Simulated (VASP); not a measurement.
# Te (R-3m) in VASP: a series of runs

Aim: see how the results for Te move with the level of theory and the settings. Levels: PBE, r2SCAN, SCAN. Tasks: RPA correlation energy, band structure.

Everything below comes from runs of VASP 6.6.1. Logs are shortened: lines on timing, memory, paths and dates and some standing lists are left out, and cuts for length are marked.

### 1 The structure

It takes space group R-3m (No. 166, trigonal). The conventional cell has a = 4.612 Å, b = 4.612 Å, c = 5.073 Å, α = 90.00°, β = 90.00°, γ = 120.00°. Around Te (site symmetry -3m) lie 6 Te at 3.15 Å.

This isn't the form of Te at room conditions, which is trigonal, of chains.

### 2 RPA correlation energy, PBE (volume scaled by 1.04)

File POSCAR:

```
Te
1.0
    2.3362486691      1.3488337980      1.7132056465
   -2.3362486691      1.3488337980      1.7132056465
    0.0000000000     -2.6976675961      1.7132056465
Te
1
Direct
    0.5000000000      0.5000000000      0.5000000000
```

File INCAR.step1:

```
ALGO = Normal ; EDIFF = 1E-8
ENCUT = 350 ; GGA = PE
ISMEAR = 0 ; LASPH = T
LCHARG = F ; LREAL = F
LWAVE = T ; NELM = 100
PREC = Accurate ; SIGMA = 0.05
```

File INCAR.step2:

```
AEXX = 1.0 ; AGGAC = 0.0
ALDAC = 0.0 ; ALGO = EIGENVAL
EDIFF = 1E-8 ; ENCUT = 350
GGA = PE ; ISMEAR = 0
ISTART = 1 ; LASPH = T
LCHARG = F ; LHFCALC = T
LREAL = F ; LWAVE = F
NELM = 1 ; PREC = Accurate
PRECFOCK = Fast ; SIGMA = 0.05
```

File INCAR.step3:

```
ALGO = Exact ; EDIFF = 1E-8
ENCUT = 350 ; GGA = PE
ISMEAR = 0 ; ISTART = 1
LASPH = T ; LCHARG = F
LOPTICS = T ; LREAL = F
LWAVE = T ; NBANDS = 492
NELM = 1 ; PREC = Accurate
SIGMA = 0.05
```

File INCAR.step4:

```
ALGO = ACFDT ; EDIFF = 1E-8
ENCUT = 350 ; ENCUTGW = 200
GGA = PE ; ISMEAR = 0
ISTART = 1 ; LASPH = T
LCHARG = F ; LREAL = F
LWAVE = F ; NBANDS = 492
NELM = 100 ; NOMEGA = 12
PREC = Accurate ; PRECFOCK = Fast
SIGMA = 0.05
```

File KPOINTS:

```
k-points
0
Gamma
  4 4 4
```

Potentials or basis: VASP PAW PBE potentials, release 64 (Te_GW).

Run with:

```bash
> cat potpaw_PBE.64/Te_GW/POTCAR > POTCAR
> cp INCAR.step1 INCAR
> mpirun -np 1 vasp_std > vasp.out
> cp INCAR.step2 INCAR
> mpirun -np 1 vasp_std > vasp.out
> cp INCAR.step3 INCAR
> mpirun -np 1 vasp_std > vasp.out
> cp INCAR.step4 INCAR
> mpirun -np 1 vasp_std > vasp.out
```

OUTCAR:

```text
EDIFF = 1E-8
   ENCUT = 350
   ENCUTGW = 200
   GGA = PE
   ISMEAR = 0
   ISTART = 1
   LASPH = T
   LREAL = F
   NELM = 100
   PREC = Accurate
   PRECFOCK = Fast

 ion  position               nearest neighbor table
   1  0.500  0.500  0.500-

  LATTYP: Found a trigonal (rhomboedric) cell.
 ALAT       =     3.1956977400
 COS(alpha) =    -0.0688991668

  Lattice vectors:

 A1 = (   2.3362486691,   1.3488337980,   1.7132056465)
 A2 = (  -2.3362486691,   1.3488337980,   1.7132056465)
 A3 = (   0.0000000000,  -2.6976675961,   1.7132056465)

Analysis of symmetry for initial positions (statically):
=====================================================================
 Subroutine PRICEL returns:
 Original cell was already a primitive cell.

 Routine SETGRP: Setting up the symmetry group for a
 trigonal (rhombohedral) supercell.

 Subroutine GETGRP returns: Found 12 space group operations
 (whereof 12 operations were pure point group operations)
 out of a pool of 12 trial point group operations.

The static configuration has the point symmetry D_3d.

Analysis of symmetry for dynamics (positions and initial velocities):
=====================================================================
 Subroutine PRICEL returns:
 Original cell was already a primitive cell.

 Routine SETGRP: Setting up the symmetry group for a
 trigonal (rhombohedral) supercell.

 Subroutine GETGRP returns: Found 12 space group operations
 (whereof 12 operations were pure point group operations)
 out of a pool of 12 trial point group operations.

The dynamic configuration has the point symmetry D_3d.

 Subroutine INISYM returns: Found 12 space group operations
 (whereof 12 operations are pure point group operations),
 and found     1 'primitive' translations

----------------------------------------------------------------------------------------

                                     Primitive cell

  volume of cell :      32.3920

  direct lattice vectors                    reciprocal lattice vectors
     2.336248669  1.348833798  1.713205647     0.214018313  0.123563531  0.194567029
    -2.336248669  1.348833798  1.713205647    -0.214018313  0.123563531  0.194567029
     0.000000000 -2.697667596  1.713205647     0.000000000 -0.247127062  0.194567029

  length of vectors
     3.195697740  3.195697740  3.195697740     0.314528399  0.314528399  0.314528399

  position of ions in fractional coordinates (direct lattice)
     0.500000000  0.500000000  0.500000000

  ion indices of the primitive-cell ions
   primitive index   ion index
                 1           1

----------------------------------------------------------------------------------------

 KPOINTS: k-points

Automatic generation of k-mesh.
 Grid dimensions read from file:
 generate k-points for:    4    4    4

 Generating k-lattice:

  Cartesian coordinates                     Fractional coordinates (reciprocal lattice)
     0.053504578  0.030890883  0.048641757     0.250000000  0.000000000  0.000000000
    -0.053504578  0.030890883  0.048641757     0.000000000  0.250000000  0.000000000
     0.000000000 -0.061781765  0.048641757    -0.000000000 -0.000000000  0.250000000

  Length of vectors
     0.078632100  0.078632100  0.078632100

  Shift w.r.t. Gamma in fractional coordinates (k-lattice)
     0.000000000  0.000000000  0.000000000

 Subroutine IBZKPT returns following result:
 ===========================================

 Found     13 irreducible k-points:

 Following reciprocal coordinates:
            Coordinates               Weight
  0.000000  0.000000  0.000000      1.000000
  0.250000 -0.000000 -0.000000      6.000000
  0.500000 -0.000000 -0.000000      3.000000
  0.250000  0.250000 -0.000000      6.000000
  0.500000  0.250000  0.000000     12.000000
 -0.250000  0.250000  0.000000      6.000000
  0.500000  0.500000 -0.000000      3.000000
  0.250000  0.250000  0.250000      2.000000
  0.500000  0.250000  0.250000      6.000000
 -0.250000  0.250000  0.250000      6.000000
  0.500000  0.500000  0.250000      6.000000
 -0.250000  0.500000  0.250000      6.000000
  0.500000  0.500000  0.500000      1.000000
   k-points           NKPTS =     13   k-points in BZ     NKDIM =     64   number of bands    NBANDS=    492
   number of dos      NEDOS =    301   number of ions     NIONS =      1
   total plane-waves  NPLWV =   8000
   dimension x,y,z NGX =    20 NGY =   20 NGZ =   20
   dimension x,y,z NGXF=    40 NGYF=   40 NGZF=   40
   ions per type =               1
   NGX,Y,Z   is equivalent  to a cutoff of  10.40, 10.40, 10.40 a.u.
   NGXF,Y,Z  is equivalent  to a cutoff of  20.81, 20.81, 20.81 a.u.
 SYSTEM =  unknown system
   PREC   = accura    normal or accurate (medium, high low for compatibility)
   ISTART =      1    job   : 0-new  1-cont  2-samecut
   ICHARG =      0    charge: 1-file 2-atom 10-const
   ISPIN  =      1    spin polarized calculation?
   LNONCOLLINEAR =      F non collinear calculations
   LSORBIT =      F    spin-orbit coupling
   LASPH  =      T    aspherical Exc in radial PAW
   ENCUT  =  350.0 eV  25.72 Ry    5.07 a.u.   4.87  4.87  4.87*2*pi/ulx,y,z
   NELM   =    100;   NELMIN=  2; NELMDL=  0     # of ELM steps
   EDIFF  = 0.1E-07   stopping-criterion for ELM
   LREAL  =      F    real-space projection
   EDIFFG = 0.1E-06   stopping-criterion for IOM
   NSW    =      0    number of steps for IOM
   IBRION =     -1    ionic relax: 0-MD 1-quasi-New 2-CG
   NFREE  =      0    steps in history (QN), initial steepest desc. (CG)
   ISIF   =      0    stress and relaxation
   ISYM   =      3    0-nonsym 1-usesym 2-fastsym
   POTIM  = 0.5000    time-step for ionic-motion
   TEBEG  =    0.0;   TEEND  =   0.0 temperature during run
   PSTRESS=    0.0 pullay stress
   NELECT =       6.0000    total number of electrons
   NUPDOWN=      -1.0000    fix difference up-down
   EMIN   =  10.00;   EMAX   =-10.00  energy-range for DOS
   EFERMI =   0.00;   METHOD = LEGACY
   ISMEAR =     0;   SIGMA  =   0.05  broadening in eV -4-tet -1-fermi 0-gaus
   EFERMI_NEDOS =   21; number of points for ismear=-14 and -15
   IALGO  =     38    algorithm
   IMIX   =      4    mixing-type and parameters
     AMIX     =   0.40;   BMIX     =  1.00
     AMIX_MAG =   1.60;   BMIX_MAG =  1.00
  volume/ion in A,a.u.               =      32.39       218.59
  Fermi-wavevector in a.u.,A,eV,Ry     =   0.933210  1.763510 11.849042  0.870880
  Thomas-Fermi vector in A             =   2.059887
   LORBIT       =      0    0 simple, 1 ext, 2 COOP (PROOUT), +10 PAW based schemes
   GGA     = PE    functional components
   LHFCALC =     T    Hartree Fock is set to
   PRECFOCK=fast      Normal, Fast or Accurate (Low or Medium for compatibility)
   ENCUT4O =  -1.0   cutoff for four orbital integrals eV
   NKREDX  =     1    reduce k-point grid by
   NKREDY  =     1    reduce k-point grid by
   NKREDZ  =     1    reduce k-point grid by
   AEXX    =    1.0000 exact exchange contribution
   HFSCREEN=    0.0000 screening length (either q_TF or 0.3 A-1)
   HFSCREENC=   0.0000 screening length for correlation (either q_TF or 0.3 A-1)
   ENCUTFOCK=  -1.0 apply spherical cutoff to Coloumb kernel
   IVDW    =     0    specifies the selected vdW correction
   LEPSILON=     F    determine dielectric tensor
   LRPA    =     F    only Hartree local field effects (RPA)
   LRPAFORCE           =     F    calculate RPA forces
   ENCUTGW             = 200.0    cutoff for response function in eV
   ENCUTGWSOFT         = 160.0    soft cutoff for Coulomb kernel in GW response function in eV
   ENCUTLF             =  -1.0    cutoff for local field effects
   NELMGW              =     1    number of iterations in solving QP/BSE equation
   NELMHF              =     1    number of iterations in the inner HF iteration
   NKREDLFX            =     1    NKREDLFY  =   1   NKREDLFZ  =   1
 non-spin polarized calculation
 Gauss-broadening in eV      SIGMA  =   0.05
  energy-cutoff  :      350.00
  volume of cell :       32.39
 maximum number of plane-waves:       492
  NGX = 12; NGY = 12; NGZ = 12
   NGX =  9   NGY =  9   NGZ =  9
 maximum number of plane-waves:       223

      cutoff energy     smooth cutoff   RPA   correlation   Hartree contr. to MP2
---------------------------------------------------------------------------------
            200.000           160.000      -10.3125729078     -449.2741844201
            190.476           152.381      -10.2803482883     -449.2397654779
            181.406           145.125      -10.2462777726     -449.2034242731
            172.768           138.214      -10.2107746027     -449.1655764913
            164.541           131.632      -10.1734199841     -449.1257837369
            156.705           125.364      -10.1338407207     -449.0836515218
            149.243           119.394      -10.0922868163     -449.0393948038
            142.136           113.709      -10.0495779137     -448.9938654229
  linear regression
  converged value                          -10.7028070282     -449.6899605371
```

Wall time 3.7 min (1 thread of Intel Xeon Platinum 8488C (Sapphire Rapids), shared host); peak memory 0.41 GiB.

What came out:

| Quantity | Value |
| --- | --- |
| Band gap on the k mesh, mean-field level | none (metal or under the smearing width) |
| RPA correlation energy | -10.703 eV/atom |
| RPA total energy per cell | -16.964 eV |
| RPA correlation energy per cell | -10.703 eV |

Caveat: the k mesh is coarse (spacing up to 0.49 Å⁻¹), so the values aren't converged; the ground state has no gap, which makes the many-body step unreliable.

### 3 Band structure, r2SCAN

File INCAR:

```
SYSTEM = Te
PREC = Accurate ; ENCUT = 520
EDIFF = 1E-7 ; ISMEAR = -1
SIGMA = 0.05 ; LREAL = .False.
LASPH = .True. ; NELM = 60
ALGO = Normal ; ISIF = 2
LWAVE = .False. ; LCHARG = .False.
METAGGA = R2SCAN ; LMIXTAU = .True.
```

File KPOINTS:

```
Automatic mesh
0
Gamma
  9 9 9
  0 0 0
```

File POSCAR:

```
Te
1.0
    2.3059043427      1.3313144930      1.6909537039
   -2.3059043427      1.3313144930      1.6909537039
    0.0000000000     -2.6626289860      1.6909537039
Te
1
Direct
    0.5000000000      0.5000000000      0.5000000000
```

File KPOINTS_OPT:

```
path GPZQGFP1Q1LZ
10
line-mode
reciprocal
 0.0000000000  0.0000000000  0.0000000000  G
 0.4677709699 -0.5322290301  0.4677709699  P

 0.4677709699 -0.5322290301  0.4677709699  P
 0.5000000000 -0.5000000000  0.5000000000  Z

 0.5000000000 -0.5000000000  0.5000000000  Z
 0.4355419398  0.4355419398  0.4355419398  Q

 0.4355419398  0.4355419398  0.4355419398  Q
 0.0000000000  0.0000000000  0.0000000000  G

 0.0000000000  0.0000000000  0.0000000000  G
 0.5000000000 -0.5000000000  0.0000000000  F

 0.5000000000 -0.5000000000  0.0000000000  F
 0.5322290301 -0.4677709699 -0.4677709699  P1

 0.5322290301 -0.4677709699 -0.4677709699  P1
 0.5644580602 -0.4355419398 -0.4355419398  Q1

 0.5644580602 -0.4355419398 -0.4355419398  Q1
 0.5000000000  0.0000000000  0.0000000000  L

 0.5000000000  0.0000000000  0.0000000000  L
 0.5000000000 -0.5000000000  0.5000000000  Z
```

Potentials or basis: VASP PAW PBE potentials, release 64 (Te).

Run with:

```bash
> cat potpaw_PBE.64/Te/POTCAR > POTCAR
> mpirun -np 1 vasp_std > vasp.out
```

Run time: 32 s. Hardware: 1 thread of Intel Xeon Platinum 8559C (Emerald Rapids), shared host; peak memory 0.16 GiB.

It converged, with:

```
Free energy             : -25.3260 eV
Pressure                : 2.1 GPa
Band gap along the path : none (metal or under the smearing width)
```

Levels at the corners of the path, in eV from the Fermi level:
| point | band 1 | band 2 | band 3 | band 4 | band 5 | band 6 | band 7 |
| --- | --- | --- | --- | --- | --- | --- | --- |
| Γ | -14.63 | 0.95 | 1.50 | 1.50 | 6.35 | 6.35 | 7.46 |
| P | -8.48 | -3.72 | -3.72 | -2.72 | 4.33 | 4.33 | 5.42 |
| P | -8.48 | -3.72 | -3.72 | -2.72 | 4.33 | 4.33 | 5.42 |
| Z | -8.39 | -3.73 | -3.73 | -2.74 | 4.23 | 4.23 | 5.70 |
| Z | -8.39 | -3.73 | -3.73 | -2.74 | 4.23 | 4.23 | 5.70 |
| Q | -8.76 | -3.69 | -3.69 | -2.66 | 4.63 | 4.63 | 5.05 |
| Q | -8.76 | -3.69 | -3.69 | -2.66 | 4.63 | 4.63 | 5.05 |
| Γ | -14.63 | 0.95 | 1.50 | 1.50 | 6.35 | 6.35 | 7.46 |
| Γ | -14.63 | 0.95 | 1.50 | 1.50 | 6.35 | 6.35 | 7.46 |
| F | -10.58 | -5.32 | -4.57 | 2.24 | 4.17 | 11.05 | 12.83 |
| F | -10.58 | -5.32 | -4.57 | 2.24 | 4.17 | 11.05 | 12.83 |
| P1 | -8.48 | -3.72 | -3.72 | -2.72 | 4.33 | 4.33 | 5.42 |
| P1 | -8.48 | -3.72 | -3.72 | -2.72 | 4.33 | 4.33 | 5.42 |
| Q1 | -8.76 | -3.69 | -3.69 | -2.66 | 4.63 | 4.63 | 5.05 |
| Q1 | -8.76 | -3.69 | -3.69 | -2.66 | 4.63 | 4.63 | 5.05 |
| L | -12.63 | -6.66 | 2.56 | 2.94 | 7.98 | 9.72 | 10.65 |
| L | -12.63 | -6.66 | 2.56 | 2.94 | 7.98 | 9.72 | 10.65 |
| Z | -8.39 | -3.73 | -3.73 | -2.74 | 4.23 | 4.23 | 5.70 |

Caveat: the PAW data sets were made with another functional, which shifts forces and pressure a little; spin-orbit coupling is left out, which moves the levels of the heavy elements.

### 4 Band structure, r2SCAN, spin-orbit coupling, no magnetisation

File INCAR:

```
  PREC = Accurate
  ENCUT = 520
  EDIFF = 1E-6
  ISMEAR = -1
  SIGMA = 0.05
  LREAL = F
  LASPH = T
  NELM = 80
  ALGO = Normal
  ISIF = 2
  LWAVE = F
  LCHARG = F
  MAGMOM = 0 0 0
  LORBIT = 11
  LSORBIT = T
  GGA_COMPAT = F
  METAGGA = R2SCAN
  LMIXTAU = T
```

File KPOINTS:

```
Automatic mesh
0
Gamma
  7 7 7
```

POSCAR is that of step 3.

Edit KPOINTS_OPT of step 3 so:

```diff
@@ -1,3 +1,3 @@
 path GPZQGFP1Q1LZ
-10
+15
 line-mode
```

Run with:

```bash
> cat potpaw_PBE.64/Te/POTCAR > POTCAR
> mpirun -np 1 vasp_ncl > vasp.out
```

Run time: 2.6 min. Hardware: 1 thread of Intel Xeon Platinum 8559C (Emerald Rapids), shared host; peak memory 0.24 GiB.

Results (log left out):

```yaml
Free_energy: -25.4049 eV
Pressure: 2.0 GPa
Valence_electrons_inside_the_program's_atomic_spheres: Te 3.30
```

Stress tensor (GPa, compression positive):
```
2.02 0.00 0.00
0.00 2.02 0.00
0.00 0.00 2.10
```

Caveat: the PAW data sets were made with another functional, which shifts forces and pressure a little.

### 5 Band structure, SCAN

File INCAR:

```
ALGO     = Normal         # electronic algorithm
EDIFF    = 1E-7           # SCF threshold, eV
ENCUT    = 520            # plane-wave cutoff, eV
ISIF     = 2              # what is computed and relaxed
ISMEAR   = -1             # smearing method
LASPH    = True           # aspherical terms in the spheres
LCHARG   = False          # write CHGCAR
LMIXTAU  = True         
LREAL    = False          # projectors in reciprocal space
LWAVE    = False          # write WAVECAR
METAGGA  = SCAN           # meta-GGA
NELM     = 100            # most SCF steps
PREC     = Accurate       # precision mode
SIGMA    = 0.05           # smearing width, eV
```

File KPOINTS:

```
k-points
0
Gamma
  9 9 9
```

POSCAR is that of step 4.

KPOINTS_OPT is that of step 4.

Run with:

```bash
> cat potpaw_PBE.64/Te/POTCAR > POTCAR
> mpirun -np 1 vasp_std > vasp.out
```

Run time: 71 s. Hardware: 1 thread of Intel Xeon Platinum 8559C (Emerald Rapids), shared host; peak memory 0.16 GiB.

It converged, with:

- Free energy: -37.2210 eV
- Pressure: 0.2 GPa
- Band gap along the path: none (metal or under the smearing width)

Stress tensor (GPa, compression positive):
```
0.14 0.00 0.00
0.00 0.14 0.00
0.00 0.00 0.36
```

Levels at the corners of the path, in eV from the Fermi level:
| point | band 1 | band 2 | band 3 | band 4 | band 5 | band 6 | band 7 |
| --- | --- | --- | --- | --- | --- | --- | --- |
| Γ | -14.44 | 0.96 | 1.49 | 1.49 | 6.24 | 6.24 | 6.95 |
| P | -8.56 | -3.54 | -3.54 | -2.56 | 4.07 | 4.07 | 5.17 |
| P | -8.56 | -3.54 | -3.54 | -2.56 | 4.07 | 4.07 | 5.17 |
| Z | -8.47 | -3.55 | -3.55 | -2.57 | 3.97 | 3.97 | 5.44 |
| Z | -8.47 | -3.55 | -3.55 | -2.57 | 3.97 | 3.97 | 5.44 |
| Q | -8.81 | -3.52 | -3.52 | -2.54 | 4.37 | 4.37 | 4.83 |
| Q | -8.81 | -3.52 | -3.52 | -2.54 | 4.37 | 4.37 | 4.83 |
| Γ | -14.44 | 0.96 | 1.49 | 1.49 | 6.24 | 6.24 | 6.95 |
| Γ | -14.44 | 0.96 | 1.49 | 1.49 | 6.24 | 6.24 | 6.95 |
| F | -10.52 | -5.18 | -4.44 | 2.02 | 4.16 | 10.71 | 12.61 |
| F | -10.52 | -5.18 | -4.44 | 2.02 | 4.16 | 10.71 | 12.61 |
| P1 | -8.56 | -3.54 | -3.54 | -2.56 | 4.07 | 4.07 | 5.17 |
| P1 | -8.56 | -3.54 | -3.54 | -2.56 | 4.07 | 4.07 | 5.17 |
| Q1 | -8.81 | -3.52 | -3.52 | -2.54 | 4.37 | 4.37 | 4.83 |
| Q1 | -8.81 | -3.52 | -3.52 | -2.54 | 4.37 | 4.37 | 4.83 |
| L | -12.49 | -6.56 | 2.56 | 2.92 | 7.90 | 9.23 | 10.46 |
| L | -12.49 | -6.56 | 2.56 | 2.92 | 7.90 | 9.23 | 10.46 |
| Z | -8.47 | -3.55 | -3.55 | -2.57 | 3.97 | 3.97 | 5.44 |

Caveat: the PAW data sets were made with another functional, which shifts forces and pressure a little; spin-orbit coupling is left out, which moves the levels of the heavy elements.

### 6 For comparison

An earlier run on the cell as given: functional PBE; potentials or basis VASP PAW PBE potentials, release 64 (Te); cutoff 520 eV; k mesh 9 × 9 × 9; occupations fermi-dirac, width 0.05 eV; no spin polarisation.

- Pressure: 2.6 GPa
- Band gap on the k mesh: none (metal or under the smearing width)

### 7 Summary

```tsv
task	level	potentials or basis	spin	cell	k mesh	cutoff (eV)	smearing	cutoff of the response function	frequency points	mesh quality	pressure (GPa)
RPA correlation energy	PBE	VASP PAW PBE potentials, release 64 (Te_GW)	off	volume scaled by 1.04	4 × 4 × 4	350	gaussian 0.05 eV	200	12	coarse	-
band structure	r2SCAN	VASP PAW PBE potentials, release 64 (Te)	off	as given	9 × 9 × 9	520	fermi-dirac 0.05 eV	-	-	not flagged	2.1
band structure	r2SCAN	VASP PAW PBE potentials, release 64 (Te)	SOC, no magnetisation	as given	7 × 7 × 7	520	fermi-dirac 0.05 eV	-	-	not flagged	2.0
band structure	SCAN	VASP PAW PBE potentials, release 64 (Te)	off	as given	9 × 9 × 9	520	fermi-dirac 0.05 eV	-	-	not flagged	0.2
single point	PBE	VASP PAW PBE potentials, release 64 (Te)	off	as given	9 × 9 × 9	520	fermi-dirac 0.05 eV	-	-	not flagged	2.6
```

Caveats: some runs use coarse meshes; the PAW data sets were made with another functional, which shifts forces and pressure a little (some runs); spin-orbit coupling is left out, which moves the levels of the heavy elements (some runs); the ground state has no gap, which makes the many-body step unreliable (some runs).

Total energies depend on the potentials used, so only differences within one code and one set of settings carry meaning.
